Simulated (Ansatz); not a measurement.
The system is Pb.

```
Pb
1.0
     3.03861   -1.75032    0.00000
     3.03861    1.75032    0.00000
    -2.11546    0.00000    6.09522
Pb
2
Cartesian
  3.9848 0.0000 4.4269
  -0.0230 0.0000 1.6683
```

This isn't the form of Pb at room conditions, which is fcc.

* Program: Ansatz 0.2.0
* Task: relaxation of cell and atoms
* Functional: PBEsol
* Potentials or basis: Ansatz PAW
* Cutoff: 420 eV (not typed: the program's choice for these potentials)
* k mesh: 9 × 9 × 5
* Occupations: fermi-dirac, width 0.05 eV
* Spin: no spin polarisation

At the start: volume 32.42 Å³/atom.

Question: How do energy, volume and symmetry change on relaxing?

Answer: It ends after 14 steps and the volume is 30.05 Å³/atom (-7.3 %); space group C2/m (No. 12, to 0.05 Å).

The path:
| step | energy change (eV) | largest force (eV/Å) | volume (Å³) |
| --- | --- | --- | --- |
| 1 | 0.0000 | 0.1368 | 64.84 |
| 2 | -0.0176 | 0.0414 | 61.98 |
| 3 | -0.0192 | 0.0203 | 62.22 |
| 4 | -0.0389 | 0.0133 | 63.15 |
| 5 | -0.0752 | 0.2086 | 62.46 |
| 6 | -0.1270 | 0.1377 | 59.95 |
| 7 | -0.1424 | 0.0350 | 59.82 |
| 8 | -0.1509 | 0.0106 | 60.07 |
| 9 | -0.1529 | 0.0034 | 60.17 |
| 10 | -0.1531 | 0.0005 | 60.04 |
| 11 | -0.1533 | 0.0044 | 60.02 |
| 12 | -0.1548 | 0.0045 | 60.02 |
| 13 | -0.1549 | 0.0005 | 60.10 |
| 14 | -0.1549 | 0.0005 | 60.10 |

Final structure:
```cif
data_structure
_symmetry_space_group_name_H-M 'P 1'
_symmetry_Int_Tables_number 1
_cell_length_a 3.5270
_cell_length_b 3.5270
_cell_length_c 7.0135
_cell_angle_alpha 121.391
_cell_angle_beta 121.391
_cell_angle_gamma 59.400
_cell_volume 60.10
loop_
_atom_site_label
_atom_site_type_symbol
_atom_site_fract_x
_atom_site_fract_y
_atom_site_fract_z
_atom_site_occupancy
Pb1 Pb 0.00000 0.00000 0.75002 1
Pb2 Pb 0.00000 0.00000 0.24998 1
```

Caveat: the plane-wave basis is chosen anew once the cell has moved, so the energies of steps on either side of that aren't comparable; the PAW data sets come from PBE, with cores solved anew for the run's functional, which leaves a small shift of forces and pressure.
